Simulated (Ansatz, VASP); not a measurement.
**KTaO3: VASP beside Ansatz**

INCAR

```
  ALGO = Normal
  EDIFF = 1E-8
  ENCUT = 520
  GGA = PS
  ISIF = 2
  ISMEAR = 0
  LASPH = True
  LCHARG = False
  LEFG = True
  LREAL = False
  LWAVE = False
  NBANDS = 27
  NELM = 100
  PREC = Accurate
  SIGMA = 0.01
```

KPOINTS

```
k-points
0
Gamma
  8 8 8
```

Contents of POSCAR:

```
KTaO3
1.0
    3.9852713743      0.0000000000      0.0000000000
    0.0000000000      3.9852713743      0.0000000000
    0.0000000000      0.0000000000      3.9852713743
K Ta O
1 1 3
Direct
    0.5000000000      0.5000000000      0.5000000000
    0.0000000000      0.0000000000      0.0000000000
    0.5000000000      0.0000000000      0.0000000000
    0.0000000000      0.5000000000      0.0000000000
    0.0000000000      0.0000000000      0.5000000000
```

Input for Ansatz:

```yaml
crystal:
  lattice:
    - [3.9852713743, 0.0, 0.0]
    - [0.0, 3.9852713743, 0.0]
    - [0.0, 0.0, 3.9852713743]
  atoms:
    - { symbol: K, position: [0.5, 0.5, 0.5] }
    - { symbol: Ta, position: [0.0, 0.0, 0.0] }
    - { symbol: O, position: [0.5, 0.0, 0.0] }
    - { symbol: O, position: [0.0, 0.5, 0.0] }
    - { symbol: O, position: [0.0, 0.0, 0.5] }
basis:
  ecutwfc: 420
kpoints:
  mp_grid: { grid: [8, 8, 8] }
hamiltonian:
  xc: pbesol
scf:
  occupations: { method: fixed }
output:
  forces: true
  stress: true
  eigenvalues: true
  efg: {}
checkpoint:
  read: start.run
  write: ck
  compress: false
  write_wavefunctions: false
  write_every: 100000
```

Alike in both runs: task electric field gradients; functional PBEsol; k mesh 8 × 8 × 8; no spin polarisation.

|  | VASP | Ansatz |
| --- | --- | --- |
| version | VASP 6.6.1 | Ansatz 0.2.0 |
| potentials or method | VASP PAW PBE potentials, release 64 (K_sv, Ta_pv, O) | scalar-relativistic, plane waves, PAW |
| plane-wave cutoff (eV) | 520 | 420 |
| occupations | gaussian, width 0.01 eV | fixed |
| valence electrons in the cell | 38 | 40 |

Ansatz gave:

- gap on the k mesh at the Fermi level (eV): 2.14
- least direct gap on the mesh (eV): 2.75
- pressure (GPa): 0.0
- Vzz of the field gradient on the site that differs most (V/Å²): 20.1

**Question.** What did VASP give for the same quantities?

**Answer.** gap on the k mesh at the Fermi level (eV): 2.09; least direct gap on the mesh (eV): 2.71; pressure (GPa): 0.8; Vzz of the field gradient on the site that differs most (V/Å²): 17.7.

The two sets of potentials don't hold the same shells in valence. Ansatz warned: «gradients_without_spin_orbit».

Caveats: the PAW data sets were made with another functional, which shifts forces and pressure a little (VASP); spin-orbit coupling is left out, which moves the levels of the heavy elements. A k mesh can miss the band edges.
